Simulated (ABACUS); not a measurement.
Cu2O (Cuprite) in ABACUS: the effect of basis

Cu2O (Cuprite):

```
Cu O
1.0
     4.23141    0.00000    0.00000
     0.00000    4.23141    0.00000
     0.00000    0.00000    4.23141
Cu O
4 2
Direct
  0.75000 0.25000 0.75000
  0.75000 0.75000 0.25000
  0.25000 0.75000 0.75000
  0.25000 0.25000 0.25000
  0.50000 0.50000 0.50000
  0.00000 0.00000 0.00000
```

The cell isn't the ideal one: volume scaled by 0.98.

Alike in all runs:

```yaml
Program: ABACUS 3.10.1
Task: equation of state
Functional: PBE
Potentials_or_basis: PseudoDojo NC SR 0.4.1 PBE standard
k_mesh: 4 × 4 × 4
Occupations: fermi-dirac, width 0.05 eV
Spin: no spin polarisation
```

```csv
basis,cutoff,gap on the mesh (eV),pressure (GPa)
DZP,1361 eV,0.55,7.2
TZDP,1361 eV,0.54,6.8
pw,1252 eV,?,?
```

Question: What does the run with basis pw give?

Answer: gap on the mesh 0.54 eV; pressure 5.9 GPa.

Caveats: the atomic orbitals were generated for these runs and aren't a published set (some runs); the basis of atomic orbitals isn't converged, which shifts pressures, moduli and gaps (some runs).

